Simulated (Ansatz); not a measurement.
The system is H.

```xyz
2
Lattice="-1.6915 1.6915 2.0585 1.6915 -1.6915 2.0585 1.6915 1.6915 -2.0585" Properties=species:S:1:pos:R:3 pbc="T T T"
H     0.0000    0.0000    0.3711
H     0.0000    0.0000    3.7459
```

| Item | Value |
| --- | --- |
| Program | Ansatz 0.2.0 |
| Task | relaxation of cell and atoms |
| Functional | BLYP |
| Potentials or basis | Ansatz PAW |
| Cutoff | 420 eV (not typed: the program's choice for these potentials) |
| k mesh | 11 × 11 × 11 |
| Occupations | fermi-dirac, width 0.05 eV |
| Spin | no spin polarisation |

At the start: volume 11.78 Å³/atom.

Where does the relaxation end?

It ends after 24 steps and the volume is 32.81 Å³/atom (+178.5 %); space group I4/mmm (No. 139, to 0.05 Å).

Step by step:
```tsv
step	energy change (eV)	largest force (eV/Å)	volume (Å³)
1	0.0000	0.0372	23.56
2	-0.0022	0.0127	24.46
3	-0.0050	0.0844	27.87
4	-0.0039	0.1025	29.45
5	-0.0037	0.0056	29.72
6	-0.0180	0.0057	29.72
7	-0.0182	0.0626	33.48
8	-0.0135	0.0788	37.90
9	-0.0133	0.0000	38.05
10	-0.0128	0.0003	38.34
11	-0.0295	0.0008	38.34
12	-0.0276	0.0438	43.15
13	-0.0220	0.0729	48.39
14	-0.0194	0.0529	50.14
15	-0.0184	0.0106	50.78
16	-0.0186	0.0000	50.67
17	-0.0381	0.0016	50.67
18	-0.0371	0.0070	53.54
19	-0.0332	0.0411	59.48
20	-0.0260	0.0513	65.98
21	-0.0271	0.0049	65.15
22	-0.0265	0.0052	65.60
23	-0.0265	0.0004	65.62
24	-0.0436	0.0057	65.62
```

Final structure:
```
H
1.0
    -2.37510    2.37510    2.90810
     2.37510   -2.37510    2.90810
     2.37510    2.37510   -2.90810
H
2
Direct
  0.06406 0.06406 0.00000
  0.93594 0.93594 0.00000
```

Caveat: the potentials were made for another functional, which shifts forces and pressure; the volume moved by over 15 % at a fixed basis, so the end points are rough; the plane-wave basis is chosen anew once the cell has moved, so the energies of steps on either side of that aren't comparable.
